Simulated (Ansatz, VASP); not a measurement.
# One calculation of I, two programs

Contents of INCAR:

```
SYSTEM = I
  ALGO = Fast
  EDIFF = 1E-7
  ENCUT = 520
  GGA = PE
  ISIF = 2
  ISMEAR = -1
  LASPH = .True.
  LCHARG = .True.
  LELF = .True.
  LREAL = .False.
  LVHAR = .True.
  LWAVE = .False.
  NBANDS = 10
  NELM = 100
  PREC = Accurate
  SIGMA = 0.05
```

Contents of KPOINTS:

```
k-points
0
Gamma
  11 11 11
  0 0 0
```

File POSCAR:

```
I
1.0
   -1.5844374291      1.5844374291      4.1777466731
    1.5844374291     -1.5844374291      4.1777466731
    1.5844374291      1.5844374291     -4.1777466731
I
1
Direct
    0.0000000000      0.0000000000      0.0000000000
```

input.yaml

```yaml
crystal:
  lattice:
    - [-1.5844374291, 1.5844374291, 4.1777466731]
    - [1.5844374291, -1.5844374291, 4.1777466731]
    - [1.5844374291, 1.5844374291, -4.1777466731]
  atoms:
    - { symbol: I, position: [0.0, 0.0, 0.0] }
kpoints:
  mp_grid: { grid: [11, 11, 11] }
scf:
  occupations: { method: fermi_dirac, width: 0.05 }
hamiltonian:
  xc: pbe
  pseudopotentials: { kind: all_electron, lapw: { basis_error: 0.0005 } }
output:
  forces: true
  stress: true
  eigenvalues: true
```

Change from the starting cell: volume scaled by 0.94.

Alike in both runs: task single point; functional PBE; k mesh 11 × 11 × 11; occupations fermi-dirac, width 0.05 eV; no spin polarisation.

|  | VASP | Ansatz |
| --- | --- | --- |
| version | VASP 6.6.1 | Ansatz 0.2.0 |
| potentials or method | VASP PAW PBE potentials, release 64 (I) | all-electron LAPW, scalar-relativistic |
| plane-wave cutoff (eV) | 520 | see its input |

Ansatz gave:

```
gap on the k mesh at the Fermi level (eV)       : none
pressure (GPa)                                  : 1.8
largest component of the traceless stress (GPa) : 1.60
```

Question: What did VASP give for the same quantities?

Answer: gap on the k mesh at the Fermi level (eV): none; pressure (GPa): 1.8; largest component of the traceless stress (GPa): 1.55.

A gap of «none» marks a metal or a gap that the smearing closes. Ansatz ran all-electron here, so the differences hold the error of VASP's frozen core and of both bases.

Caveats: an odd number of electrons without spin polarisation forces a metal; a magnetic or distorted state may lie lower. The runs have no spin-orbit coupling, so splittings on I are missing.
